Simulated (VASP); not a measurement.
A run of VASP 6.6.1:

File INCAR:

```
ALGO     = Normal         # electronic algorithm
EDIFF    = 1E-7           # SCF threshold, eV
ENCUT    = 520            # plane-wave cutoff, eV
GGA      = PE             # functional
ISIF     = 2              # what is computed and relaxed
ISMEAR   = 0              # smearing method
LASPH    = True           # aspherical terms in the spheres
LCHARG   = False          # write CHGCAR
LREAL    = False          # projectors in reciprocal space
LWAVE    = False          # write WAVECAR
NBANDS   = 15             # bands
NELM     = 100            # most SCF steps
PREC     = Accurate       # precision mode
SIGMA    = 0.02           # smearing width, eV
```

Contents of KPOINTS:

```
k-points
0
Gamma
  6 6 6
```

Contents of POSCAR:

```
CaSe
1.0
    0.0000000000      3.4088010000      3.4088010000
    3.4088010000      0.0000000000      3.4088010000
    3.4088010000      3.4088010000      0.0000000000
Ca Se
1 1
Direct
    0.0000000000      0.0000000000      0.0000000000
    0.7500000000      0.7500000000      0.7500000000
```

Potentials or basis: VASP PAW PBE potentials, release 64 (Ca_sv, Se).

Launch:

```sh
$ cat potpaw_PBE.64/Ca_sv/POTCAR potpaw_PBE.64/Se/POTCAR > POTCAR
$ mpirun -np 1 vasp_std > vasp.out
```

Hardware: 1 thread of Intel(R) Xeon(R) Platinum 8559C (Emerald Rapids) (shared host).

**Question.** Estimate the wall time of this run.

**Answer.** Run time: 23 s on 1 thread of Intel(R) Xeon(R) Platinum 8559C (Emerald Rapids) (shared host), peak memory 0.2 GiB. Counts: scf iterations 15, k points 16.
